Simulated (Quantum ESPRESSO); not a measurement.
Runs of Quantum ESPRESSO 7.5 on TePb. Symmetry: Fm-3m, No. 225, cubic system. The conventional cell has a = 6.462 Å, b = 6.462 Å, c = 6.462 Å, α = 90.00°, β = 90.00°, γ = 90.00°. Around Pb (site symmetry m-3m) lie 6 Te at 3.23 Å. Around Te (site symmetry m-3m) lie 6 Pb at 3.23 Å. 

| level | smearing | share of exact exchange | q mesh for exact exchange | cutoff for exact exchange | symmetry | SCF threshold | gap on the mesh (eV) |
| --- | --- | --- | --- | --- | --- | --- | --- |
| r2SCAN-X | fixed | 0.25 | 2 × 2 × 2 | 1904.8 eV | off | 1e-07 Ry | 2.23 |
| r2SCAN-X | fixed | 0.1 | 2 × 2 × 2 | 1904.8 eV | off | 1e-07 Ry | 1.50 |
| r2SCAN-X | fixed | 0.35 | 2 × 2 × 2 | 1904.8 eV | off | 1e-07 Ry | (b) |
| r2SCAN-X | fixed | 0.5 | 2 × 2 × 2 | 1904.8 eV | off | 1e-07 Ry | 3.49 |
| r2SCAN-X | fixed | 0.05 | 2 × 2 × 2 | 1904.8 eV | off | 1e-07 Ry | (a) |
| r2SCAN-X | fixed | 0.15 | 2 × 2 × 2 | 1904.8 eV | off | 1e-07 Ry | 1.74 |
| PBE | fermi-dirac 0.05 eV | - | - | - | - | 4e-10 Ry | 0.59 |

Alike in all rows: task single point; potentials or basis SG15 PBE 1.2; no spin polarisation; cell as given; k mesh 2 × 2 × 2; cutoff (eV) 952; the mesh is coarse, so values aren't converged.

Problem. Estimate the missing entries.

Solution. (a) 1.25; (b) 2.73.

Caveats: all runs use coarse meshes; spin-orbit coupling is left out, which as a rule narrows the gap of such compounds by several tenths of an eV; the mesh is coarse for exact exchange, which widens gaps (some runs).

A k mesh can miss the band edges, and the runs leave out spin-orbit coupling on Pb, Te.
